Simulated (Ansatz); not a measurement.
# Diethylzinc (DEZ) (C4H10Zn): a ladder of functionals and wavefunction methods

One table from this session's results is given with a row withheld; the runs are named, their logs left out.

Computed with Ansatz 0.2.0, Gaussian basis. Level: functionals in def2-TZVPP, the program's frozen cores in correlated methods.

Levels to be run: LDA (SPW92), PBE-D4, revPBE-D4, BLYP-D4, r2SCAN-D4, B97M-V, PBE0-D4, B3LYP-D4, r2SCANh-D4, r2SCAN0-D4, HSE06-D4, BHLYP-D4, CAM-B3LYP-D4, LC-ωPBE, ωB97X-V, ωB97M-V, B2PLYP, PBE-QIDH; CCSD(T)/def2-SVP; CCSD(T)/def2-TZVPP; MP2/def2-QZVPP; extrapolation to the limit; RPA on PBE.

## The relaxed structure

An earlier PBE0-D4 in a triple-zeta def2 set relaxation fixed the geometry.

SMILES `C[CH2][Zn][CH2]C`, 15 atoms, charge 0, spin multiplicity 1.

Atoms are counted from 1 here; the program's logs count them from 0.

Bond lengths: C1–C2 1.529 Å, C1–H6 1.094 Å, C1–H7 1.096 Å, C1–H8 1.094 Å, C2–Zn3 1.958 Å, C2–H9 1.096 Å, C2–H10 1.096 Å, Zn3–C4 1.958 Å, C4–C5 1.529 Å, C4–H11 1.096 Å, C4–H12 1.096 Å, C5–H13 1.094 Å, C5–H14 1.096 Å, C5–H15 1.094 Å. Angles: C2–C1–H6 112.0°, C2–C1–H7 112.0°, C2–C1–H8 112.0°, H6–C1–H7 106.9°, H6–C1–H8 106.8°, H7–C1–H8 106.9°, C1–C2–Zn3 115.4°, C1–C2–H9 109.9°, C1–C2–H10 109.9°, Zn3–C2–H9 107.8°, Zn3–C2–H10 107.8°, H9–C2–H10 105.4°, C2–Zn3–C4 179.9°, Zn3–C4–C5 115.4°, Zn3–C4–H11 107.8°, Zn3–C4–H12 107.8°, C5–C4–H11 109.9°, C5–C4–H12 109.9° and more.

Set-up of the first run:

in.yaml

```yaml
crystal:
  periodic: [false, false, false]
  atoms:
    - {symbol: C, position_ang: [0.253108, 1.978368, 1.806938]}
    - {symbol: C, position_ang: [1.044877, 0.677029, 1.678584]}
    - {symbol: Zn, position_ang: [0.516903, -0.484763, 0.193711]}
    - {symbol: C, position_ang: [-0.012710, -1.645039, -1.291766]}
    - {symbol: C, position_ang: [-1.174472, -1.132247, -2.142770]}
    - {symbol: H, position_ang: [-0.814495, 1.794584, 1.957254]}
    - {symbol: H, position_ang: [0.593575, 2.584700, 2.653767]}
    - {symbol: H, position_ang: [0.343772, 2.602286, 0.913263]}
    - {symbol: H, position_ang: [0.962342, 0.096695, 2.605009]}
    - {symbol: H, position_ang: [2.112797, 0.898921, 1.568234]}
    - {symbol: H, position_ang: [-0.259272, -2.629679, -0.877570]}
    - {symbol: H, position_ang: [0.869227, -1.807075, -1.922475]}
    - {symbol: H, position_ang: [-0.948539, -0.166853, -2.604416]}
    - {symbol: H, position_ang: [-1.424230, -1.822792, -2.956063]}
    - {symbol: H, position_ang: [-2.084783, -0.995033, -1.552300]}
basis:
  gaussian: {orbitals: def2-TZVPP}
hamiltonian: {xc: lda}
output: {orbitals: {seedname: orbitals}}
```

On the command line:

```
> ansatz run in.yaml --threads 2 --pin off --events-out ev --progress --plain --max-ram 22528MiB --backend cuda --devices 0, --max-vram 18GiB
```

Among the steps run: LDA; PBE-D4 (GGA); revPBE-D4 (GGA); BLYP-D4 (GGA); r2SCAN-D4 (meta-GGA); B97M-V (meta-GGA); PBE0-D4 (hybrid); B3LYP-D4 (hybrid); r2SCANh-D4 (hybrid); r2SCAN0-D4 (hybrid); HSE06-D4 (hybrid); BHLYP-D4 (hybrid); CAM-B3LYP-D4 (range-separated); LC-ωPBE (range-separated); ωB97X-V (range-separated); ωB97M-V (range-separated); B2PLYP (double hybrid); PBE-QIDH (double hybrid).

One table of the session follows, with a row left open; its other results are not shown here.

It belongs to the step «Orbital energies across the functionals». 

| functional | HOMO (eV) | gap (eV) |
| --- | --- | --- |
| LDA (SPW92) | -5.55 | 4.51 |
| PBE-D4 | -5.40 | 4.57 |
| revPBE-D4 | -5.34 | 4.63 |
| BLYP-D4 | -5.27 | 4.49 |
| r2SCAN-D4 | -5.59 | 5.13 |
| B97M-V | -5.63 | 4.85 |
| PBE0-D4 | -6.49 | 6.41 |
| B3LYP-D4 | -6.30 | 5.94 |
| r2SCANh-D4 | -6.00 | 5.79 |
| r2SCAN0-D4 | -6.63 | 6.77 |
| HSE06-D4 | -6.10 | 5.66 |
| BHLYP-D4 | -7.51 | 8.02 |
| CAM-B3LYP-D4 | ? | ? |
| LC-ωPBE | -9.17 | 10.96 |
| ωB97X-V | -8.78 | 10.38 |
| ωB97M-V | -8.66 | 9.86 |

Estimate the missing values for CAM-B3LYP-D4.

**Answer.** HOMO (eV): -7.81; gap (eV): 8.46. In the column «HOMO (eV)» it lies between ωB97M-V (-8.66) and BHLYP-D4 (-7.51).
